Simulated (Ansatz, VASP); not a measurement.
## One calculation of GaAs, two programs

```
Ga As
1.0
     0.00000    2.92814    2.92814
     2.92814    0.00000    2.92814
     2.92814    2.92814    0.00000
Ga As
1 1
Direct
  0.00000 0.00000 0.00000
  0.25000 0.25000 0.25000
```

Alike in both runs: task single point; functional PBE; k mesh 6 × 6 × 6; no spin polarisation.

|  | VASP | Ansatz |
| --- | --- | --- |
| version | VASP 6.6.1 | Ansatz 0.2.0 |
| potentials or method | VASP PAW PBE potentials, release 64 (Ga_d, As) | plane waves, PAW |
| plane-wave cutoff (eV) | 520 | 420 |
| occupations | gaussian, width 0.01 eV | fixed |
| valence electrons in the cell | 18 | 28 |

|  | VASP | Ansatz | Ansatz less VASP |
| --- | --- | --- | --- |
| gap on the k mesh at the Fermi level (eV) | none | none | - |
| pressure (GPa) | -2.8 | -2.9 | -0.14 |

A gap of «none» marks a metal or a gap that the smearing closes. The two sets of potentials don't hold the same shells in valence. Ansatz warned: «unresolved_pair_at_count».
